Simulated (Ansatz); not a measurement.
Wires are cut from relaxed bulk BP (F-43m, 11.54 Å³/atom, gap on the mesh 1.12 eV); atoms and period are relaxed, and energies count from that bulk. Caps count from half an H2 molecule.

All numbers below come from DFT PBEsol, scalar-relativistic, plane waves, PAW in Ansatz.

Cutoff 420 eV, Gaussian smearing of 0.05 eV, energies at zero smearing, symmetry of each start kept, no spin polarisation.

```csv
start,atoms,k mesh,excess energy (eV per host atom),line energy (eV/Å),period (Å),gap on the mesh (eV),highest filled level or Fermi level under vacuum (eV)
"[110] wire, 4 host atoms a period with H caps",10,1×1×10,0.069,0.085,3.223,3.42,5.50
"[110] wire, 12 host atoms a period with H caps",22,1×1×10,0.129,0.480,3.216,0.10,-
```

Gaps under about 0.2 eV rest on few k points and may close between them. Each run keeps its start's symmetry and one magnetic start, so lower states can exist.